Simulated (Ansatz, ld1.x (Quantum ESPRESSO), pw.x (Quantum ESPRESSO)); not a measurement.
**osmium (bcc): variants of one TM potential in the solid**

ld1.x (Quantum ESPRESSO) 7.5 input, shortened:

```
&input
   title='Os', zed=76., rel=1, dft='PBE', iswitch=3,
   config='[Xe] 4f14 5d6 5f-2 6s0.5 6p0'
 /
 &inputp
   pseudotype=2, tm=.true., lloc=-2, rcloc=2.55,
   nlcc=.true., rcore=1.10
 /
4
6S  1  0   0.50   0.00  1.95  1.95  0.0
6P  2  1   0.00   0.00  3.20  3.20  0.0
5D  3  2   6.00   0.00  2.10  2.10  0.0
5F  4  3  -2.00   0.05  2.95  2.95  0.0
 &test
   configts(1)='5d6 6s0.5 6p0'
 /
```

Crystal test: bcc Os in pw.x 7.5, no spin, 15³ k-points, Fermi–Dirac smearing 0.01 Ry, cutoffs set for each file from its atomic test. The reference is all-electron LAPW (Ansatz 0.2.0) with the same functional, mesh and smearing; V0 and B0 come from Birch–Murnaghan fits to the pressures at five volumes. Errors are pseudo minus all-electron; Δ is the rms difference of the E(V) curves that follow from these fits, minima aligned, over ±6 % about the mean V0. Mesh and smearing are coarse, so the numbers serve the comparison and aren't converged zero-temperature values; the lattice is a test structure that the element need not adopt.

All-electron: a0 = 3.093 Å (V0 = 14.79 Å³/atom), B0 = 347.4 GPa.

Base: The largest radius (3.20 bohr) exceeds half the bond length (2.53 bohr), so the spheres overlap, which is one possible source of error among others.

```tsv
change	cutoffs (Ry)	pw.x	a0 (Å)	a0 error (%)	B0 error (%)	Δ (meV/atom)	mean pressure error (GPa)
base	55/220	converged	3.083	-0.33	+0.2	11.3	-3.46
wave 5d (bound): rc 2.10 bohr becomes 5d (bound): rc 1.40 bohr	85/340	converged	3.082	-0.35	+0.7	12.0	-3.66
wave 5d (bound): rc 2.10 bohr becomes 5d (bound): rc 1.90 bohr	55/220	converged	3.083	-0.33	+0.2	11.3	-3.44
wave 5d (bound): rc 2.10 bohr becomes 5d (bound): rc 2.38 bohr	50/200	converged	3.083	-0.33	+0.5	11.2	-3.44
wave 5d (bound): rc 2.10 bohr becomes 5d (bound): rc 2.60 bohr	50/200	converged	3.084	-0.30	+0.3	10.0	-3.08
wave 5d (bound): rc 2.10 bohr becomes 5d (bound): rc 3.00 bohr	50/200	converged	3.088	-0.15	-0.9	5.0	-1.54
```
